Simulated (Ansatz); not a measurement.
## Te2Mo: random displacements

The calculation used DFT PBE, scalar-relativistic, plane waves, PAW (Ansatz 0.2.0). The runs took a 420 eV cutoff, a Γ-centred 12×12×2 mesh and Gaussian smearing (0.05 eV). Spin–orbit coupling is left out, which matters for the heavy elements here. No spin polarisation. Energies are free energies at this smearing, counted from the undisturbed cell; pressure is positive in compression.

Zero of the scan (as given, not relaxed at this level):

```
Te Mo
1.0
     3.51820    0.00000    0.00000
    -1.75910    3.04685    0.00000
     0.00000    0.00000   13.97360
Te Mo
4 2
Direct
  0.33333 0.66667 0.62100
  0.66667 0.33333 0.12100
  0.33333 0.66667 0.87900
  0.66667 0.33333 0.37900
  0.33333 0.66667 0.25000
  0.66667 0.33333 0.75000
```

The cell holds layers and no dispersion correction was added, so their binding is poorly described.

The atoms are displaced (Å, in the unstrained cell):

| atom | ux | uy | uz |
| --- | --- | --- | --- |
| Te1 | 0.012 | -0.004 | -0.013 |
| Te2 | 0.012 | 0.011 | 0.044 |
| Te3 | -0.030 | 0.078 | 0.080 |
| Te4 | 0.036 | -0.019 | -0.034 |
| Mo5 | -0.031 | 0.006 | -0.011 |
| Mo6 | 0.000 | -0.070 | -0.066 |

The cell is not strained.

**Question.** What are the energy change, the stress and the forces?

**Answer.** ΔE = 40.9 meV/atom; stress (xx, yy, zz, yz, xz, xy; compression positive) (2.38, 3.67, 3.97, -0.18, 0.11, 0.50) GPa; gap on the mesh 0.66 eV.
```tsv
atom	Fx (eV/Å)	Fy	Fz
Te1	-0.07	-0.54	-0.68
Te2	-0.36	-0.03	-0.94
Te3	0.12	-0.77	-1.09
Te4	-0.48	0.16	0.62
Mo5	0.84	-0.13	0.32
Mo6	-0.05	1.31	1.76
```

Cost: 1 run of about 3.4 core-minutes, on Arm Neoverse N1 (shared hosts).